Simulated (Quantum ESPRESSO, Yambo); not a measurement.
An input for Quantum ESPRESSO 7.5 (CdSe (Cadmoselite)):

```
&control
  calculation = 'scf'
  prefix = 'x'
  outdir = 'o'
  pseudo_dir = 'pseudo'
/
&system
  ibrav = 0
  nat = 4
  ntyp = 2
  ecutwfc = 104.0
  nbnd = 100
  force_symmorphic = .true.
  noncolin = .true.
  lspinorb = .true.
/
&electrons
  conv_thr = 1e-10
  electron_maxstep = 80
  mixing_beta = 0.5
/
ATOMIC_SPECIES
  Cd 112.41 Cd.upf
  Se 78.971 Se.upf
CELL_PARAMETERS angstrom
  4.3000000000 -0.0000000000 0.0000000000
  -2.1500000000 3.7239092363 0.0000000000
  0.0000000000 0.0000000000 7.0200000000
ATOMIC_POSITIONS crystal
  Cd 0.3333333333 0.6666666667 0.0000000000
  Cd 0.6666666667 0.3333333333 0.5000000000
  Se 0.3333333333 0.6666666667 0.3850000000
  Se 0.6666666667 0.3333333333 0.8850000000
K_POINTS automatic
  6 6 4 0 0 0
```

The database entry behind the starting cell differs from later determinations by our own check (inner coordinate of an old entry), so it need not match the best structure at ambient conditions.

```sh
OMP_NUM_THREADS=1 mpirun -n 8 pw.x -nk 8 -in pw.in > pw.out
```

Q: Estimate wall time and host memory on 8 MPI ranks of AMD EPYC 7R43, shared host.

It took 3 min; on shared hardware allow 90 s to 6 min. Peak host memory was 4.1 GiB.

[Paths, hosts, dates, memory and timing lines, banners, echoed tables and standing remarks are left out of the program output.]

[Logs are printed without paths, hosts, clocks, repeated set-up lines and the standing remarks that a program may print on its own settings, such as how far it seeks lower states.]

[Runs of the session that timed out or met a known fault of the program may be left out.]

[Hosts, paths, dates, database ids (printed as entryN), source tags and the programs' standing remarks are cut or masked in the printed files.]
